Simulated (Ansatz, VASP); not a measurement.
One calculation of V, two programs

```
V
1.0
     2.63875    0.00000    0.00000
    -1.31937    2.28522    0.00000
     0.00000    0.00000    4.71195
V
2
Direct
  0.33333 0.66667 0.25000
  0.66667 0.33333 0.75000
```

Alike in both runs: functional RPBE; k mesh 13 × 13 × 7; occupations fermi-dirac, width 0.1 eV; no spin polarisation.

Ansatz relaxed the structure, and its values are those at the end. VASP's run is a single point on that final structure, the one shown.

|  | VASP | Ansatz |
| --- | --- | --- |
| version | VASP 6.6.1 | Ansatz 0.2.0 |
| potentials or method | VASP PAW PBE potentials, release 64 (V_sv) | plane waves (420 eV) with PAW, scalar-relativistic |
| plane-wave cutoff (eV) | 520 | 420 |
| valence electrons in the cell | 26 | 26 |

```tsv
	VASP	Ansatz	Ansatz less VASP
pressure (GPa)	0.3	0.0	-0.25
```

Caveats: the PAW data sets were made with another functional, which shifts forces and pressure a little (VASP).
